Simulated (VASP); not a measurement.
## GaAs: Born charges and dielectric tensor with LDA

**The experiment to reproduce.**

From “Evidence of valence band perturbations in GaAsN/GaAs(001): A combined variable-angle spectroscopic ellipsometry and modulated photoreflectance investigation”, 2008, arxiv:0805.2212, for a bulk crystal of GaAs at 300 K: band gap 1.412 ± 0.01 eV (direct).

From a printed reference work, textbook, for a bulk crystal of GaAs at 300 K: high-frequency dielectric constant 10.89.

The system is GaAs.

```
CELL_PARAMETERS angstrom
0.00000 2.82685 2.82685
2.82685 0.00000 2.82685
2.82685 2.82685 0.00000
ATOMIC_POSITIONS crystal
As 0.75000 0.75000 0.75000
Ga 0.00000 0.00000 0.00000
```

```
Program                : VASP 6.6.1
Task                   : Born charges and dielectric tensor
Functional             : LDA
Potentials or basis    : VASP PAW LDA potentials, release 64 (As, Ga_d)
Cutoff                 : 520 eV
k mesh                 : 8 × 8 × 8
Occupations            : fermi-dirac, width 0.05 eV
Spin                   : no spin polarisation
Further INCAR settings : ALGO = Fast; EDIFF = 1e-08; IBRION = 8
```

The band gap on the k mesh is 0.33 eV, direct. The electronic dielectric tensor (diagonal) is 66.07. The born charges (mean of the diagonal) is As -2.36; Ga +2.36 e and the highest phonon frequency at Γ, LO-TO splitting left out is 261 cm⁻¹.

Levels at points of the mesh, in eV from the valence-band top:
| k point | band 5 | band 6 | band 7 | band 8 | band 9 | band 10 | band 11 | band 12 | band 13 |
| --- | --- | --- | --- | --- | --- | --- | --- | --- | --- |
| (0.00, 0.00, 0.00) | -14.85 | -12.76 | 0.00 | 0.00 | 0.00 | 0.33 | 3.67 | 3.67 | 3.67 |
| (0.50, 0.00, 0.00) | -14.85 | -11.00 | -6.69 | -1.15 | -1.15 | 0.86 | 4.58 | 4.58 | 7.56 |
| (0.50, 0.50, 0.00) | -14.84 | -10.26 | -6.87 | -2.69 | -2.69 | 1.34 | 1.55 | 10.04 | 10.04 |

Phonon frequencies in cm⁻¹ (negative: imaginary):
```tsv
q point	frequencies
(0.000, 0.000, 0.000)	0 0 0 261 261 261
```

Electronic dielectric tensor:
```
66.07  0.00  0.00
 0.00 66.07  0.00
 0.00  0.00 66.07
```

Born effective charge tensors (e):
atom 1, As
```
-2.36  0.00  0.00
 0.00 -2.36  0.00
 0.00  0.00 -2.36
```
atom 2, Ga
```
2.36 0.00 0.00
0.00 2.36 0.00
0.00 0.00 2.36
```

Run time: 5.6 min on 1 thread of AMD EPYC 9R45 96-Core Processor (Zen 5) (shared host), peak memory 0.25 GiB.

Against the measured gap of GaAs, 1.412 eV (direct; 300 K; “Evidence of valence band perturbations in GaAsN/GaAs(001): A combined variable-angle spectroscopic ellipsometry and modulated photoreflectance investigation”, 2008, arxiv:0805.2212), the calculated 0.33 eV is off by -1.08 eV. So large a miss can be the level of theory's own, or it may mean another phase, state or a wrong row. 3 values of this kind are on record (1.412 to 1.51 eV); this one was drawn at random among those near their median, those with a stated uncertainty first. Spin-orbit coupling on As, Ga is left out. The value is that of LDA, without temperature or zero-point motion. Semilocal functionals fall short of measured gaps as a rule. Against the measured high-frequency dielectric constant of GaAs, 10.89 (300 K; a printed reference work, textbook), the calculated 66.07 is off by +506.7 %. So large a miss can be the level of theory's own, or it may mean another phase, state or a wrong row.

Caveat: the gap is small at this level, which inflates the dielectric constant.
